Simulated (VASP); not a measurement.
# Ag in VASP: work function with PBE

Aim: the work function of Ag with PBE.

All numbers are computed with VASP 6.6.1; they aren't measurements. Logs are shortened: lines on timing, memory, paths and dates and some standing lists are left out, and cuts for length are marked.

**1. The structure**

The cell holds a slab with vacuum, 1 atom: a = 2.923 Å, b = 2.923 Å, c = 20.704 Å, α = 90.00°, β = 90.00°, γ = 120.00°.

The cell was built by a generator and needn't be a form met in nature.

**2. Work function, PBE**

Contents of INCAR:

```
ALGO     = Normal         # electronic algorithm
DIPOL    = 0.5 0.5 0.500
EDIFF    = 1E-6           # SCF threshold, eV
ENCUT    = 520            # plane-wave cutoff, eV
GGA      = PE             # functional
IDIPOL   = 3            
ISIF     = 2              # what is computed and relaxed
ISMEAR   = 1              # smearing method
KPAR     = 2            
LASPH    = T              # aspherical terms in the spheres
LCHARG   = T              # write CHGCAR
LDIPOL   = T            
LREAL    = F              # projectors in reciprocal space
LVACPOTAV= T            
LVHAR    = T            
LWAVE    = F              # write WAVECAR
NELM     = 80             # most SCF steps
PREC     = Accurate       # precision mode
SIGMA    = 0.1            # smearing width, eV
```

Contents of KPOINTS:

```
k-points
0
Gamma
  13 13 1
```

Contents of POSCAR:

```
Ag                                      
1.0
    1.4613884900      2.5311991400      0.0000000000
   -2.9227769700      0.0000000000      0.0000000000
    0.0000000000      0.0000000000     20.7044543700
  Ag            
     1
Direct
     0.0000000000000000    0.0000000000000000    0.5000000000000000
```

Potentials or basis: VASP PAW PBE potentials, release 64 (Ag).

On the command line:

```
$ cat potpaw_PBE.64/Ag/POTCAR > POTCAR
$ mpirun -np 2 vasp_std > vasp.out
```

OUTCAR:

```text
EDIFF = 1E-6
   ENCUT = 520
   GGA = PE
   ISIF = 2
   ISMEAR = 1
   LASPH = T
   LREAL = F
   NELM = 80
   PREC = Accurate

 ion  position               nearest neighbor table
   1  0.000  0.000  0.500-

  LATTYP: Found a hexagonal cell.
 ALAT       =     2.9227770023
 C/A-ratio  =     7.0838296435

  Lattice vectors:

 A1 = (   1.4613884900,   2.5311991400,   0.0000000000)
 A2 = (  -2.9227769700,   0.0000000000,   0.0000000000)
 A3 = (   0.0000000000,   0.0000000000,  20.7044543700)

Analysis of symmetry for initial positions (statically):
=====================================================================
 Subroutine PRICEL returns:
 Original cell was already a primitive cell.

 Routine SETGRP: Setting up the symmetry group for a
 hexagonal supercell.

 Subroutine GETGRP returns: Found 24 space group operations
 (whereof 24 operations were pure point group operations)
 out of a pool of 24 trial point group operations.

The static configuration has the point symmetry D_6h.

Analysis of symmetry for dynamics (positions and initial velocities):
=====================================================================
 Subroutine PRICEL returns:
 Original cell was already a primitive cell.

 Routine SETGRP: Setting up the symmetry group for a
 hexagonal supercell.

 Subroutine GETGRP returns: Found 24 space group operations
 (whereof 24 operations were pure point group operations)
 out of a pool of 24 trial point group operations.

The dynamic configuration has the point symmetry D_6h.

 Subroutine INISYM returns: Found 24 space group operations
 (whereof 24 operations are pure point group operations),
 and found     1 'primitive' translations

----------------------------------------------------------------------------------------

                                     Primitive cell

  volume of cell :     153.1743

  direct lattice vectors                    reciprocal lattice vectors
     1.461388490  2.531199140  0.000000000     0.000000000  0.395069666  0.000000000
    -2.922776970  0.000000000  0.000000000    -0.342140372  0.197534834  0.000000000
     0.000000000  0.000000000 20.704454370     0.000000000  0.000000000  0.048298785

  length of vectors
     2.922777002  2.922776970 20.704454370     0.395069666  0.395069671  0.048298785

  position of ions in fractional coordinates (direct lattice)
     0.000000000  0.000000000  0.500000000

  ion indices of the primitive-cell ions
   primitive index   ion index
                 1           1

----------------------------------------------------------------------------------------

 KPOINTS: k-points

Automatic generation of k-mesh.
 Grid dimensions read from file:
 generate k-points for:   13   13    1

 Generating k-lattice:

  Cartesian coordinates                     Fractional coordinates (reciprocal lattice)
     0.000000000  0.030389974  0.000000000     0.076923077  0.000000000  0.000000000
    -0.026318490  0.015194987  0.000000000     0.000000000  0.076923077  0.000000000
     0.000000000  0.000000000  0.048298785     0.000000000  0.000000000  1.000000000

  Length of vectors
     0.030389974  0.030389975  0.048298785

  Shift w.r.t. Gamma in fractional coordinates (k-lattice)
     0.000000000  0.000000000  0.000000000

 Subroutine IBZKPT returns following result:
 ===========================================

 Found     21 irreducible k-points:

 Following reciprocal coordinates:
            Coordinates               Weight
  0.000000  0.000000  0.000000      1.000000
  0.076923  0.000000  0.000000      6.000000
  0.153846  0.000000  0.000000      6.000000
  0.230769  0.000000  0.000000      6.000000
  0.307692  0.000000  0.000000      6.000000
  0.384615  0.000000  0.000000      6.000000
[... 13 lines left out ...]
  0.384615  0.230769  0.000000      6.000000
  0.307692  0.307692  0.000000      6.000000
   k-points           NKPTS =     21   k-points in BZ     NKDIM =     21   number of bands    NBANDS=      9
   number of dos      NEDOS =    301   number of ions     NIONS =      1
   total plane-waves  NPLWV =  92160
   dimension x,y,z NGX =    24 NGY =   24 NGZ =  160
   dimension x,y,z NGXF=    48 NGYF=   48 NGZF=  320
   ions per type =               1
   NGX,Y,Z   is equivalent  to a cutoff of  13.65, 13.65, 12.85 a.u.
   NGXF,Y,Z  is equivalent  to a cutoff of  27.30, 27.30, 25.69 a.u.
 SYSTEM =  unknown system
   PREC   = accura    normal or accurate (medium, high low for compatibility)
   ISTART =      0    job   : 0-new  1-cont  2-samecut
   ICHARG =      2    charge: 1-file 2-atom 10-const
   ISPIN  =      1    spin polarized calculation?
   LNONCOLLINEAR =      F non collinear calculations
   LSORBIT =      F    spin-orbit coupling
   LASPH  =      T    aspherical Exc in radial PAW
   ENCUT  =  520.0 eV  38.22 Ry    6.18 a.u.   5.43  5.43 38.50*2*pi/ulx,y,z
   NELM   =     80;   NELMIN=  2; NELMDL= -5     # of ELM steps
   EDIFF  = 0.1E-05   stopping-criterion for ELM
   LREAL  =      F    real-space projection
   EDIFFG = 0.1E-04   stopping-criterion for IOM
   NSW    =      0    number of steps for IOM
   IBRION =     -1    ionic relax: 0-MD 1-quasi-New 2-CG
   NFREE  =      0    steps in history (QN), initial steepest desc. (CG)
   ISIF   =      2    stress and relaxation
   ISYM   =      2    0-nonsym 1-usesym 2-fastsym
   POTIM  = 0.5000    time-step for ionic-motion
   TEBEG  =    0.0;   TEEND  =   0.0 temperature during run
   PSTRESS=    0.0 pullay stress
   NELECT =      11.0000    total number of electrons
   NUPDOWN=      -1.0000    fix difference up-down
   EMIN   =  10.00;   EMAX   =-10.00  energy-range for DOS
   EFERMI =   0.00;   METHOD = LEGACY
   ISMEAR =     1;   SIGMA  =   0.10  broadening in eV -4-tet -1-fermi 0-gaus
   EFERMI_NEDOS =   21; number of points for ismear=-14 and -15
   IALGO  =     38    algorithm
   IMIX   =      4    mixing-type and parameters
     AMIX     =   0.40;   BMIX     =  1.00
     AMIX_MAG =   1.60;   BMIX_MAG =  1.00
  volume/ion in A,a.u.               =     153.17      1033.67
  Fermi-wavevector in a.u.,A,eV,Ry     =   0.680472  1.285906  6.300077  0.463043
  Thomas-Fermi vector in A             =   1.758973
   LORBIT       =      0    0 simple, 1 ext, 2 COOP (PROOUT), +10 PAW based schemes
   GGA     = PE    functional components
   LHFCALC =     F    Hartree Fock is set to
   AEXX    =    0.0000 exact exchange contribution
   IVDW    =     0    specifies the selected vdW correction
   LEPSILON=     F    determine dielectric tensor
   LRPA    =     F    only Hartree local field effects (RPA)
 non-spin polarized calculation
 Methfessel and Paxton  Order N= 1 SIGMA  =   0.10
  energy-cutoff  :      520.00
  volume of cell :      153.17
 maximum number of plane-waves:      4193
 NGX is ok and might be reduce to    24
   NGX = 11   NGY = 11   NGZ = 77

 number of electron      11.0000004 magnetization

 dipolmoment           0.000000      0.000000     -0.000000 electrons x Angstroem

 Free energy of the ion-electron system (eV)
  ---------------------------------------------------
  ext. energy  EPLUGINS =         0.00000000
  ---------------------------------------------------
  free energy    TOTEN  =        -2.18524638 eV

  energy without entropy =       -2.18528763  energy(sigma->0) =       -2.18526013

 E-fermi :  -3.5802     XC(G=0):  -2.1437

 val. band max:       -3.6488334076   @ k =   0.3077   0.0769   0.0000
 cond. band min:      -3.1287011360   @ k =   0.3846   0.0000   0.0000
 fundamental gap:      0.5201322716
 Fermi energy:        -3.5801606536

 k-point     1 :       0.0000    0.0000    0.0000
  band No.  band energies     occupation
      1      -8.4651      2.00000
      2      -7.0288      2.00000
      3      -7.0288      2.00000
      4      -6.1750      2.00000
      5      -5.9836      2.00000
      6      -5.9836      2.00000
      7      -1.9316     -0.00000
      8       1.1452      0.00000
      9       1.6810      0.00000

 k-point     2 :       0.0769    0.0000    0.0000
  band No.  band energies     occupation
      1      -8.3250      2.00000
      2      -7.0719      2.00000
      3      -6.9505      2.00000
      4      -6.1127      2.00000
      5      -6.0987      2.00000
      6      -5.9988      2.00000
      7      -1.7124     -0.00000
      8       1.2801      0.00000
      9       1.8256      0.00000

 k-point     3 :       0.1538    0.0000    0.0000
  band No.  band energies     occupation
      1      -7.9849      2.00000
      2      -7.1371      2.00000
      3      -6.7276      2.00000
      4      -6.3780      2.00000
      5      -6.0406      2.00000
      6      -5.9018      2.00000
      7      -1.1135      0.00000
      8       1.6850      0.00000
      9       2.2573      0.00000

 k-point     4 :       0.2308    0.0000    0.0000
  band No.  band energies     occupation
      1      -7.8157      2.00000
      2      -6.9459      2.00000
      3      -6.7056      2.00000
      4      -6.3966      2.00000
      5      -6.0989      2.00000
      6      -5.4357      2.00000
      7      -0.2327      0.00000
      8       2.3603      0.00000
      9       2.9703      0.00000

 k-point     5 :       0.3077    0.0000    0.0000
  band No.  band energies     occupation
      1      -7.9442      2.00000
      2      -6.9996      2.00000
      3      -6.5650      2.00000
      4      -6.1601      2.00000
      5      -6.0205      2.00000
      6      -4.5172      2.00000
      7       0.8676      0.00000
      8       3.3030      0.00000
      9       3.9562      0.00000

 k-point     6 :       0.3846    0.0000    0.0000
  band No.  band energies     occupation
      1      -8.1038      2.00000
      2      -7.2144      2.00000
      3      -6.3112      2.00000
      4      -6.2103      2.00000
      5      -5.6857      2.00000
      6      -3.1287     -0.00000
      7       2.1399      0.00000
      8       3.7067      0.00000
      9       4.6014      0.00000
[... 133 lines left out ...]
 k-point    18 :       0.2308    0.2308    0.0000
  band No.  band energies     occupation
      1      -7.4568      2.00000
      2      -7.0906      2.00000
      3      -6.8648      2.00000
      4      -6.4488      2.00000
      5      -6.0432      2.00000
      6      -2.4062     -0.00000
      7       2.5059      0.00000
      8       4.7732      0.00000
      9       5.4960      0.00000

 k-point    19 :       0.3077    0.2308    0.0000
  band No.  band energies     occupation
      1      -7.4586      2.00000
      2      -7.1162      2.00000
      3      -6.6207      2.00000
      4      -6.5873      2.00000
      5      -6.1064      2.00000
      6      -0.7413      0.00000
      7       3.4137      0.00000
      8       3.8434      0.00000
      9       5.4281      0.00000

 k-point    20 :       0.3846    0.2308    0.0000
  band No.  band energies     occupation
      1      -7.4752      2.00000
      2      -7.1161      2.00000
      3      -6.6457      2.00000
      4      -6.4361      2.00000
      5      -6.2044      2.00000
      6       0.8127      0.00000
      7       1.6549      0.00000
      8       4.8282      0.00000
      9       5.2059      0.00000

 k-point    21 :       0.3077    0.3077    0.0000
  band No.  band energies     occupation
      1      -7.1478      2.00000
      2      -7.0067      2.00000
      3      -6.7907      2.00000
      4      -6.7784      2.00000
      5      -6.2096      2.00000
      6       1.0890      0.00000
      7       2.9282      0.00000
      8       3.3165      0.00000
      9       5.1285      0.00000

------------------------ aborting loop because EDIFF is reached ----------------------------------------

  FORCE on cell =-STRESS in cart. coord.  units (eV):
  Direction    XX          YY          ZZ          XY          YZ          ZX
  --------------------------------------------------------------------------------------
  -------------------------------------------------------------------------------------
  Total       -1.1644383     -1.1644384     -0.0079641     -0.0000000     -0.0000000      0.0000000
  in kB      -12.1798318    -12.1798322     -0.0833035     -0.0000000     -0.0000000      0.0000000
  external PRESSURE =      -8.1476558 kB  Pullay stress =       0.0000000 kB

 VOLUME and BASIS-vectors are now :
 -----------------------------------------------------------------------------
  energy-cutoff  :      520.00
  volume of cell :      153.17
      direct lattice vectors                 reciprocal lattice vectors
     1.461388490  2.531199140  0.000000000     0.000000000  0.395069666  0.000000000
    -2.922776970  0.000000000  0.000000000    -0.342140372  0.197534834  0.000000000
     0.000000000  0.000000000 20.704454370     0.000000000  0.000000000  0.048298785

 POSITION                                       TOTAL-FORCE (eV/Angst)
 -----------------------------------------------------------------------------------
      0.00000      0.00000     10.35223         0.000000      0.000000      0.000000
 -----------------------------------------------------------------------------------
    total drift:                                0.000000      0.000000     -0.000000

  FREE ENERGIE OF THE ION-ELECTRON SYSTEM (eV)
  ---------------------------------------------------
  free  energy   TOTEN  =        -2.1852463791 eV

  energy  without entropy=       -2.1852876286  energy(sigma->0) =       -2.18526013

 vacuum level on the upper side and lower side of the slab         1.431         1.431
```

It took 21 s on 2 MPI ranks of Intel Xeon 6975P-C (Granite Rapids), shared host; peak memory 0.27 GiB.

Results:

```yaml
Free_energy: -2.1852 eV
Band_gap_on_the_k_mesh: none (metal or under the smearing width)
Work_function_of_the_upper_face: 5.01 eV
Work_function_of_the_lower_face: 5.01 eV
```

Levels at points of the mesh, in eV from the Fermi level:
| k point | band 2 | band 3 | band 4 | band 5 | band 6 | band 7 | band 8 | band 9 |
| --- | --- | --- | --- | --- | --- | --- | --- | --- |
| (0.00, 0.00, 0.00) | -3.45 | -3.45 | -2.59 | -2.40 | -2.40 | 1.65 | 4.73 | 5.26 |
